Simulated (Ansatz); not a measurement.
# How much do the gradients of LiNbO3 depend on the method?

Cell: a COD entry, ions relaxed with PBE at fixed cell.

Space group R3c:H (No. 161); a = 5.1502, c = 13.8653 Å, γ = 120.00°.

```
site  Wyckoff  site symmetry       x       y       z
  Li       6a             3.  0.0000  0.0000  0.7223
  Nb       6a             3.  0.0000  0.0000  0.0044
   O      18b              1  0.6771  0.7106  0.6080
```

One atom of each set is listed; the run and its k-mesh use a cell of 10 atoms with edges of 5.50, 5.50, 5.50 Å.

First run. Computed with Ansatz: DFT, PBE, plane waves and PAW, scalar-relativistic, 420 eV cutoff, Γ-centred 7×7×7 k-points, Fermi–Dirac smearing 0.02 eV.

```csv
site,V_zz (10²¹ V/m²),η
Li,0.059,0.00
Nb,3.49,0.00
O,1.99,0.99
```

Second run. The same atoms and settings, except that spin–orbit coupling is included (fully relativistic PAW files).

Task: What does the second run give?

Result: 

```json
{"site": "Li", "V_zz": "0.059", "η": "0.00", "change of V_zz": "0.00"}
{"site": "Nb", "V_zz": "3.50", "η": "0.00", "change of V_zz": "+0.01"}
{"site": "O", "V_zz": "2.00", "η": "0.99", "change of V_zz": "+0.01"}
```

No V_zz moves by more than 0.01.

With these PAW files V_zz is typically within 2 to 3 % of all-electron values, but misses above 10 % occur on Li.
